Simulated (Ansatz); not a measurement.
Relaxed InN (zinc blende):

```
CELL_PARAMETERS angstrom
      0.00000     4.99920     4.99920
      2.49960     0.00000     2.49960
      2.49960     2.49960     0.00000
ATOMIC_POSITIONS crystal
  N  0.37500 0.75000 0.75000
  N  0.87500 0.75000 0.75000
  In 0.00000 0.00000 0.00000
  In 0.50000 0.00000 0.00000
```

A phonon eigenvector at L = (0.5, 0.0, 0.0) is frozen into this cell: atom i moves by Q times the vector below, so Q is the largest atomic displacement, in Å. The cell is held. (q is in reciprocal vectors of the primitive cell; the cell shown is doubled to hold the pattern.)

```csv
atom,x,y,z
N1,0.577,-0.577,-0.577
N2,-0.577,0.577,0.577
In3,-0.016,0.016,0.016
In4,0.016,-0.016,-0.016
```

Method: r2SCAN (plane waves to 500 eV, PAW, scalar-relativistic; Ansatz, a first-principles code). k mesh 11×11×11 (Γ-centred), Fermi-Dirac smearing 0.05 eV. With partly filled bands, energies and forces of such displacements shift with the k mesh and the smearing. At this level the bands of InN touch or barely overlap; measurements give the solid a gap. InN was relaxed with its symmetry unable to fall. 

```
Q (Å)   −dE/dQ from forces (eV/Å)
------  -------------------------
-0.280                     11.081
-0.233                      8.884
-0.187                      6.886
-0.140                      5.040
-0.093                      3.301
-0.047                      1.634
0.000                       0.000
0.047                      -1.634
0.093                      -3.301
0.140                      -5.040
0.187                      -6.886
0.233                      -8.884
0.280                     -11.081
```

### Question
What harmonic wavenumber does the curvature at Q = 0 give?

### Answer
580 cm⁻¹. E″ = 34.88 eV/Å², M = Σ mᵢ|uᵢ|² = 28.2 u, ν̃ = 521.5·√(|E″|/M).

(A displaced cell: forces are minus the slopes of the energy, force constants its curvatures, and phonons follow from these.)
